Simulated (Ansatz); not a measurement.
A run of Ansatz 0.2.0 is set up as follows.

File input.yaml:

```yaml
crystal:
  lattice:
    - [0.0, 2.82685, 2.82685]
    - [2.82685, 0.0, 2.82685]
    - [2.82685, 2.82685, 0.0]
  atoms:
    - { symbol: As, position: [0.75, 0.75, 0.75] }
    - { symbol: Ga, position: [0.0, 0.0, 0.0] }
hamiltonian:
  xc: lda
  pseudopotentials: { kind: paw }
kpoints:
  mp_grid: { grid: [7, 7, 7] }
scf:
  occupations: { method: fixed }
output:
  forces: true
  stress: true
elastic:
  mode: relaxed_ion
  stencil: two_point
```

Potentials or basis: Ansatz PAW.

Run with:

```console
$ ansatz run input.yaml --threads 2 --pin off --max-ram 5120MiB --backend cpu --events-out ev --progress --plain --runs-dir out
```

Estimate the elastic constants C11, C12, C44.

108, 44, 56 GPa.

Predict the Voigt bulk modulus.

66 GPa.

What does it give for the band gap on the k mesh?

0.28 eV, direct.

What does it give for the pressure?

-1.9 GPa.

Elastic tensor in Voigt notation (GPa, in the Cartesian axes of the cell as first typed):
```
108  44  44   0   0   0
 44 108  44   0   0   0
 44  44 108   0   0   0
  0   0   0  56   0   0
  0   0   0   0  56   0
  0   0   0   0   0  56
```

Caveat: odd divisions of the mesh miss points on the zone boundary, where band edges often lie, so the gap on the mesh can be too wide; the PAW data sets come from PBE, with cores solved anew for the run's functional, which leaves a small shift of forces and pressure.

**The experiment to reproduce.**

“Evidence of valence band perturbations in GaAsN/GaAs(001): A combined variable-angle spectroscopic ellipsometry and modulated photoreflectance investigation”, 2008, arxiv:0805.2212 reports, for a bulk crystal of GaAs at 300 K: band gap 1.418 ± 0.005 eV (direct).

A measured gap of GaAs is 1.418 eV (direct; 300 K; “Evidence of valence band perturbations in GaAsN/GaAs(001): A combined variable-angle spectroscopic ellipsometry and modulated photoreflectance investigation”, 2008, arxiv:0805.2212); the calculated 0.28 eV misses it by -1.14 eV. So large a miss can be the level of theory's own, or it may mean another phase, state or a wrong row. 3 values of this kind are on record (1.412 to 1.51 eV); this one was drawn at random among those near their median, those with a stated uncertainty first. Spin-orbit coupling on As, Ga is left out. The value is that of LDA, without temperature or zero-point motion. Semilocal functionals fall short of measured gaps as a rule.
